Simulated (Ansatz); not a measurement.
# SnO: shifting one sublattice

This session takes SnO and sets out to measure how stiffly every Sn atom is held.

Method: DFT r2SCAN, scalar-relativistic, plane waves, PAW, in Ansatz 0.2.0.

### 1 Starting point

It takes space group Pmn2_1 (No. 31, orthorhombic). The conventional cell has a = 3.355 Å, b = 5.674 Å, c = 4.222 Å, α = 90.00°, β = 90.00°, γ = 90.00°. Sn (site symmetry m) has 3 O at 2.15 to 2.16 Å in its first shell of neighbours. Around O (site symmetry m) lie 3 Sn at 2.15 to 2.16 Å.

Coordinates:

```
Sn O
1.0
     3.35500    0.00000    0.00000
     0.00000    5.67410    0.00000
     0.00000    0.00000    4.22197
Sn O
2 2
Direct
  0.00000 0.23191 0.51314
  0.50000 0.76809 0.01314
  0.00000 0.89125 0.73686
  0.50000 0.10875 0.23686
```

It goes back to an entry of the Materials Project, which need not be the stable form.

No relaxation comes first: the listed cell is the starting point.

### 2 Zero of energy

The reference gives a free energy of -13214.3394 eV, pressure -3.05 GPa, largest force 0.637 eV/Å and gap on the mesh 1.71 eV. It was computed beforehand with the settings of the runs below.

### 3 The scan: shifting one sublattice

Every Sn atom is moved by x along the Cartesian unit vector (0.577, 0.577, 0.577); the cell and all other atoms stay fixed. Forces below are components along that vector, summed over the moved atoms.

### 4 x = -0.500 Å

Contents of input.yaml:

```yaml
crystal:
  lattice:
    - [3.355005, 0.0, 0.0]
    - [0.0, 5.674104, 0.0]
    - [0.0, 0.0, 4.22197]
  atoms:
    - { symbol: Sn, position: [-0.086043131, 0.1810331023, 0.4447694889] }
    - { symbol: Sn, position: [0.413956869, 0.7172151023, -0.0552305111] }
    - { symbol: O, position: [0.0, 0.89125, 0.736857] }
    - { symbol: O, position: [0.5, 0.10875, 0.236857] }
basis:
  ecutwfc: 500
kpoints:
  mp_grid: { grid: [8, 6, 6] }
hamiltonian:
  xc: r2scan
scf:
  occupations: { method: gaussian, width: 0.05 }
output:
  forces: true
  stress: true
  eigenvalues: true
  write_density: true
  write_potential: true
  elf: true
  volumetric_format: npy
```

On the command line:

```bash
$ ansatz run input.yaml --threads 1 --pin off --max-ram 2560MiB --backend cpu --events-out ev --progress --plain --runs-dir out
```

### 5 Point x = 0.375 Å

Contents of input.yaml:

```yaml
crystal:
  lattice:
    - [3.355005, 0.0, 0.0]
    - [0.0, 5.674104, 0.0]
    - [0.0, 0.0, 4.22197]
  atoms:
    - { symbol: Sn, position: [0.0645323482, 0.2700659233, 0.5644248833] }
    - { symbol: Sn, position: [0.5645323482, 0.8062479233, 0.0644248833] }
    - { symbol: O, position: [0.0, 0.89125, 0.736857] }
    - { symbol: O, position: [0.5, 0.10875, 0.236857] }
basis:
  ecutwfc: 500
kpoints:
  mp_grid: { grid: [8, 6, 6] }
hamiltonian:
  xc: r2scan
scf:
  occupations: { method: gaussian, width: 0.05 }
output:
  forces: true
  stress: true
  eigenvalues: true
```

### 6 At x = -0.250 Å

input.yaml: that of step 5 with these lines changed.

```diff
@@ -6,4 +6,4 @@
   atoms:
-    - { symbol: Sn, position: [0.0645323482, 0.2700659233, 0.5644248833] }
-    - { symbol: Sn, position: [0.5645323482, 0.8062479233, 0.0644248833] }
+    - { symbol: Sn, position: [-0.0430215655, 0.2064710512, 0.4789567445] }
+    - { symbol: Sn, position: [0.4569784345, 0.7426530512, -0.0210432555] }
     - { symbol: O, position: [0.0, 0.89125, 0.736857] }
```

### 7 x = 0.125 Å

input.yaml: that of step 6 with these lines changed.

```diff
@@ -6,4 +6,4 @@
   atoms:
-    - { symbol: Sn, position: [-0.0430215655, 0.2064710512, 0.4789567445] }
-    - { symbol: Sn, position: [0.4569784345, 0.7426530512, -0.0210432555] }
+    - { symbol: Sn, position: [0.0215107827, 0.2446279744, 0.5302376278] }
+    - { symbol: Sn, position: [0.5215107827, 0.7808099744, 0.0302376278] }
     - { symbol: O, position: [0.0, 0.89125, 0.736857] }
```

### 8 x = 0.500 Å

input.yaml: that of step 7 with these lines changed.

```diff
@@ -6,4 +6,4 @@
   atoms:
-    - { symbol: Sn, position: [0.0215107827, 0.2446279744, 0.5302376278] }
-    - { symbol: Sn, position: [0.5215107827, 0.7808099744, 0.0302376278] }
+    - { symbol: Sn, position: [0.086043131, 0.2827848977, 0.5815185111] }
+    - { symbol: Sn, position: [0.586043131, 0.8189668977, 0.0815185111] }
     - { symbol: O, position: [0.0, 0.89125, 0.736857] }
```

### 9 x = -0.375 Å

input.yaml: that of step 8 with these lines changed.

```diff
@@ -6,4 +6,4 @@
   atoms:
-    - { symbol: Sn, position: [0.086043131, 0.2827848977, 0.5815185111] }
-    - { symbol: Sn, position: [0.586043131, 0.8189668977, 0.0815185111] }
+    - { symbol: Sn, position: [-0.0645323482, 0.1937520767, 0.4618631167] }
+    - { symbol: Sn, position: [0.4354676518, 0.7299340767, -0.0381368833] }
     - { symbol: O, position: [0.0, 0.89125, 0.736857] }
```

### 10 x = 0.250 Å

input.yaml: that of step 9 with these lines changed.

```diff
@@ -6,4 +6,4 @@
   atoms:
-    - { symbol: Sn, position: [-0.0645323482, 0.1937520767, 0.4618631167] }
-    - { symbol: Sn, position: [0.4354676518, 0.7299340767, -0.0381368833] }
+    - { symbol: Sn, position: [0.0430215655, 0.2573469488, 0.5473312555] }
+    - { symbol: Sn, position: [0.5430215655, 0.7935289488, 0.0473312555] }
     - { symbol: O, position: [0.0, 0.89125, 0.736857] }
@@ -22 +22,5 @@
   eigenvalues: true
+  write_density: true
+  write_potential: true
+  elf: true
+  volumetric_format: npy
```

### 11 Point x = -0.125 Å

Contents of input.yaml:

```yaml
crystal:
  lattice:
    - [3.355005, 0.0, 0.0]
    - [0.0, 5.674104, 0.0]
    - [0.0, 0.0, 4.22197]
  atoms:
    - { symbol: Sn, position: [-0.0215107827, 0.2191900256, 0.4960503722] }
    - { symbol: Sn, position: [0.4784892173, 0.7553720256, -0.0039496278] }
    - { symbol: O, position: [0.0, 0.89125, 0.736857] }
    - { symbol: O, position: [0.5, 0.10875, 0.236857] }
basis:
  ecutwfc: 500
kpoints:
  mp_grid: { grid: [8, 6, 6] }
hamiltonian:
  xc: r2scan
scf:
  occupations: { method: gaussian, width: 0.05 }
output:
  forces: true
  stress: true
  eigenvalues: true
```

(Steps that only read results are left out.)

Q: Predict the outcome of this session.

As calculated:

| quantity | value |
| --- | --- |
| force constant along x, over ±0.125 Å | 13.44 eV/Å² for the 2 moved atoms together |

In words: The restoring force grows by 13.44 eV/Å per Å near the site for the 2 atoms together, 6.72 on average. The step of 0.12 Å is wide, so anharmonic terms mix in. The undisturbed cell stays the lowest of the sampled points. The well is lopsided: x = -0.500 Å costs 2449 meV against 1651 meV on the other side, and the dearer side brings atoms closer together. The gap on the mesh stays between 0.54 and 1.71 eV. Layers here are held mostly by dispersion, which this level lacks, so their spacing and the stiffness across them are unreliable there.

Spin-orbit coupling is left out, though the cell holds Sn; it can move the gap.
